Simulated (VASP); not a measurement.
# CoSi (P2_13) in VASP: notebook, part 2 of 2

VASP 6.6.1. Earlier steps stand in the parts before.

**4. Relaxation of cell and atoms, PBE**

INCAR

```
  PREC = Accurate
  ENCUT = 600
  EDIFF = 1E-6
  ISMEAR = 1
  SIGMA = 0.1
  LREAL = F
  LASPH = T
  NELM = 80
  ALGO = Normal
  ISIF = 3
  LWAVE = F
  LCHARG = F
  GGA = PE
  IBRION = 2
  NSW = 90
  EDIFFG = -0.01
  KPAR = 4
```

KPOINTS

```
Automatic mesh
0
Gamma
  8 8 8
```

POSCAR

```
CoSi
1.0
    4.4380000000      0.0000000000      0.0000000000
    0.0000000000      4.4380000000      0.0000000000
    0.0000000000      0.0000000000      4.4380000000
Co Si
4 4
Direct
    0.1400000000      0.1400000000      0.1400000000
    0.3600000000      0.8600000000      0.6400000000
    0.6400000000      0.3600000000      0.8600000000
    0.8600000000      0.6400000000      0.3600000000
    0.8430000000      0.8430000000      0.8430000000
    0.6570000000      0.1570000000      0.3430000000
    0.3430000000      0.6570000000      0.1570000000
    0.1570000000      0.3430000000      0.6570000000
```

Potentials or basis: VASP PAW PBE potentials, release 64 (Co, Si).

On the command line:

```bash
$ cat potpaw_PBE.64/Co/POTCAR potpaw_PBE.64/Si/POTCAR > POTCAR
$ mpirun -np 4 vasp_std > vasp.out
```

OUTCAR:

```text
PREC = Accurate
   ENCUT = 600
   EDIFF = 1E-6
   ISMEAR = 1
   LREAL = F
   LASPH = T
   NELM = 80
   ISIF = 3
   GGA = PE
   IBRION = 2
   NSW = 90
   EDIFFG = -0.01

 ion  position               nearest neighbor table
   1  0.140  0.140  0.140-   5 2.28   6 2.33   7 2.33   8 2.33   7 2.47   8 2.47   6 2.47   2 2.72
                             4 2.72   2 2.72   4 2.72   3 2.72   3 2.72
   2  0.360  0.860  0.640-   6 2.28   5 2.33   7 2.33   8 2.33   7 2.47   8 2.47   5 2.47   1 2.72
                             3 2.72   1 2.72   3 2.72   4 2.72   4 2.72
   3  0.640  0.360  0.860-   7 2.28   6 2.33   5 2.33   8 2.33   8 2.47   6 2.47   5 2.47   4 2.72
                             2 2.72   2 2.72   4 2.72   1 2.72   1 2.72
   4  0.860  0.640  0.360-   8 2.28   6 2.33   7 2.33   5 2.33   6 2.47   5 2.47   7 2.47   3 2.72
                             1 2.72   1 2.72   3 2.72   2 2.72   2 2.72
   5  0.843  0.843  0.843-   1 2.28   2 2.33   3 2.33   4 2.33   3 2.47   4 2.47   2 2.47   6 2.75
                             7 2.75   8 2.75   6 2.75   8 2.75   7 2.75
   6  0.657  0.157  0.343-   2 2.28   1 2.33   3 2.33   4 2.33   3 2.47   4 2.47   1 2.47   8 2.75
[... 464 lines left out ...]
  free energy    TOTEN  =       -54.74709739 eV

  energy without entropy =      -54.74997010  energy(sigma->0) =      -54.74805496

 E-fermi :  12.1071     XC(G=0): -12.8718

 val. band max:       12.1037555165   @ k =   0.1250   0.1250   0.1250
 cond. band min:      12.1138745564   @ k =   0.0000   0.0000   0.0000
 fundamental gap:      0.0101190400
 Fermi energy:        12.1071090832

 k-point     1 :       0.0000    0.0000    0.0000
  band No.  band energies     occupation
      1      -1.5576      2.00000
      2       3.9399      2.00000
      3       3.9399      2.00000
      4       3.9399      2.00000
      5       6.6406      2.00000
      6       6.6406      2.00000
[... 805 lines left out ...]
     30      14.1112      0.00000
     31      14.9641      0.00000

 [... further k-points ...]
[... 5 lines left out ...]
  --------------------------------------------------------------------------------------
  -------------------------------------------------------------------------------------
  Total        0.0050848      0.0050848      0.0050848      0.0000000      0.0000000      0.0000000
  in kB        0.0937459      0.0937459      0.0937459      0.0000000      0.0000000      0.0000000
  external PRESSURE =       0.0937459 kB  Pullay stress =       0.0000000 kB
[... 23 lines left out ...]
  FREE ENERGIE OF THE ION-ELECTRON SYSTEM (eV)
  ---------------------------------------------------
  free  energy   TOTEN  =       -54.7470973850 eV

  energy  without entropy=      -54.7499701017  energy(sigma->0) =      -54.74805496

 reached required accuracy - stopping structural energy minimisation
```

OSZICAR:

```text
N       E                     dE             d eps       ncg     rms          rms(c)
DAV:   1     0.377928254237E+03    0.37793E+03   -0.24832E+04  2790   0.216E+03
DAV:   2    -0.249779364595E+02   -0.40291E+03   -0.39364E+03  2790   0.429E+02
DAV:   3    -0.588151714849E+02   -0.33837E+02   -0.32825E+02  3230   0.145E+02
[... 57 lines left out ...]
       N       E                     dE             d eps       ncg     rms          rms(c)
DAV:   1    -0.547470975276E+02   -0.71579E-04   -0.27559E-03  2790   0.324E-01    0.302E-02
DAV:   2    -0.547471148404E+02   -0.17313E-04   -0.35383E-04  4479   0.218E-01    0.316E-02
DAV:   3    -0.547470981799E+02    0.16661E-04   -0.11769E-04  4053   0.134E-01    0.937E-03
DAV:   4    -0.547470973850E+02    0.79484E-06   -0.35440E-06  2529   0.193E-02
   7 F= -.54747097E+02 E0= -.54748055E+02  d E =-.544274E-03
```

CONTCAR:

```text
CoSi
   1.00000000000000
     4.4294053314240056    0.0000000000000000    0.0000000000000000
     0.0000000000000000    4.4294053314240056    0.0000000000000000
     0.0000000000000000   -0.0000000000000000    4.4294053314240056
  Co              Si
     4     4
Direct
     0.1451145232526219    0.1451145232526219    0.1451145232526219
     0.3548854767473780    0.8548854767473780    0.6451145232526220
     0.6451145232526220    0.3548854767473780    0.8548854767473780
     0.8548854767473780    0.6451145232526220    0.3548854767473780
     0.8432104053820318    0.8432104053820318    0.8432104053820318
     0.6567895946179682    0.1567895946179681    0.3432104053820319
     0.3432104053820319    0.6567895946179682    0.1567895946179681
     0.1567895946179681    0.3432104053820319    0.6567895946179682

  0.00000000E+00  0.00000000E+00  0.00000000E+00
  0.00000000E+00  0.00000000E+00  0.00000000E+00
  0.00000000E+00  0.00000000E+00  0.00000000E+00
  0.00000000E+00  0.00000000E+00  0.00000000E+00
  0.00000000E+00  0.00000000E+00  0.00000000E+00
  0.00000000E+00  0.00000000E+00  0.00000000E+00
  0.00000000E+00  0.00000000E+00  0.00000000E+00
  0.00000000E+00  0.00000000E+00  0.00000000E+00
```

It took 2.7 min on 4 MPI ranks of Intel Xeon Platinum 8259CL at 2.50GHz (Skylake/Cascade Lake), shared host; peak memory 0.28 GiB.

What came out:

```
Free energy                            : -54.7471 eV
Relaxed volume                         : 10.86 Å³/atom
Relaxed cell                           : a = 4.429 Å, b = 4.429 Å, c = 4.429 Å, α = 90.00°, β = 90.00°, γ = 90.00°
Space group after relaxing (to 0.05 Å) : P2_13 (No. 198)
Energy gained by relaxing              : 2.8 meV/atom
Ionic steps                            : 7
Pressure after relaxing                : 0.0 GPa
Band gap on the k mesh                 : none (metal or under the smearing width)
```

The path:
```tsv
step	energy change (eV)	largest force (eV/Å)	pressure (GPa)	volume (Å³)
1	0.0000	0.2729	-0.44	87.41
2	-0.0125	0.1891	0.20	87.04
3	-0.0191	0.0835	1.30	86.47
4	-0.0192	0.0697	-1.29	87.40
5	-0.0220	0.0595	-0.03	86.94
6	-0.0225	0.0204	0.02	86.91
7	-0.0225	0.0007	0.01	86.90
```

Final structure:
```xyz
8
Lattice="4.4294 0.0000 0.0000 0.0000 4.4294 0.0000 0.0000 0.0000 4.4294" Properties=species:S:1:pos:R:3 pbc="T T T"
Co    0.6428    0.6428    0.6428
Co    1.5719    3.7866    2.8575
Co    2.8575    1.5719    3.7866
Co    3.7866    2.8575    1.5719
Si    3.7349    3.7349    3.7349
Si    2.9092    0.6945    1.5202
Si    1.5202    2.9092    0.6945
Si    0.6945    1.5202    2.9092
```

Spin polarisation is off, so any magnetic state and its effect on volume and gap are missing.
